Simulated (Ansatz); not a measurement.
# Cu: convergence and cost

Aim, for Cu: sweep the k-point mesh shifted by half a step.

Method: DFT PBE, scalar-relativistic, plane waves, PAW, in Ansatz 0.2.0.

1 further run of the same task is left out (set aside as unsound or not needed).

**1. Starting point**

The structure is tetragonal, space group I4/mmm (No. 139). Conventional cell: a = 2.886 Å, b = 2.886 Å, c = 2.752 Å, α = 90.00°, β = 90.00°, γ = 90.00°. Cu (site symmetry 4/mmm) has 10 Cu at 2.46 to 2.75 Å as nearest neighbours.

Structure file:

```cif
data_structure
_symmetry_space_group_name_H-M 'I4/mmm'
_symmetry_Int_Tables_number 139
_cell_length_a 2.8856
_cell_length_b 2.8856
_cell_length_c 2.7522
_cell_angle_alpha 90.000
_cell_angle_beta 90.000
_cell_angle_gamma 90.000
_cell_volume 22.92
loop_
_atom_site_label
_atom_site_type_symbol
_atom_site_symmetry_multiplicity
_atom_site_Wyckoff_symbol
_atom_site_fract_x
_atom_site_fract_y
_atom_site_fract_z
_atom_site_occupancy
Cu1 Cu 2 a 0.00000 0.00000 0.00000 1
```

Source of the structure: the Materials Project (structure only). It is taken as it stands there.

**2. The base run, which the others are set against**

input.yaml reads:

```yaml
crystal:
  lattice:
    - [-1.44279332, 1.44279332, 1.37608145]
    - [1.44279332, -1.44279332, 1.37608145]
    - [1.44279332, 1.44279332, -1.37608145]
  atoms:
    - { symbol: Cu, position: [0.0, 0.0, 0.0] }
basis:
  ecutwfc: 420
kpoints:
  mp_grid: { grid: [20, 20, 20] }
hamiltonian:
  xc: pbe
scf:
  occupations: { method: gaussian, width: 0.1 }
output:
  forces: true
  stress: true
  eigenvalues: true
  populations: true
```

It was run beforehand and gave: -6625.1242 eV/atom at zero smearing, pressure 7.29 GPa, largest force 0.000 eV/Å, no gap on the mesh, in 6 SCF cycles and 5.8 s.

**3. K-point mesh shifted by half a step: 12×12×12**

input.yaml reads:

```yaml
crystal:
  lattice:
    - [-1.44279332, 1.44279332, 1.37608145]
    - [1.44279332, -1.44279332, 1.37608145]
    - [1.44279332, 1.44279332, -1.37608145]
  atoms:
    - { symbol: Cu, position: [0.0, 0.0, 0.0] }
basis:
  ecutwfc: 420
kpoints:
  mp_grid: { grid: [12, 12, 12], shift: [0.5, 0.5, 0.5] }
hamiltonian:
  xc: pbe
scf:
  occupations: { method: gaussian, width: 0.1 }
output:
  forces: true
  stress: true
  eigenvalues: true
```

Command:

```console
ansatz run input.yaml --threads 1 --pin off --max-ram 2560MiB --backend cpu --events-out ev --progress --plain --runs-dir out
```

**4. K-point mesh shifted by half a step set to 14×14×14**

input.yaml, as its differences from that of step 3:

```diff
@@ -10,3 +10,3 @@
 kpoints:
-  mp_grid: { grid: [12, 12, 12], shift: [0.5, 0.5, 0.5] }
+  mp_grid: { grid: [14, 14, 14], shift: [0.5, 0.5, 0.5] }
 hamiltonian:
```

**5. K-point mesh shifted by half a step: 16×16×16**

input.yaml, as its differences from that of step 4:

```diff
@@ -10,3 +10,3 @@
 kpoints:
-  mp_grid: { grid: [14, 14, 14], shift: [0.5, 0.5, 0.5] }
+  mp_grid: { grid: [16, 16, 16], shift: [0.5, 0.5, 0.5] }
 hamiltonian:
```

(Steps that only read results are left out.)

Q: Predict the outcome of the series: the values and the trend.

As calculated:

```
                                                 quantity                       value
largest energy shift, k-point mesh shifted by half a step  -12.7 meV/atom at 12×12×12
```

**Reading.** The densest shifted mesh lands 5.89 meV/atom from the base run.
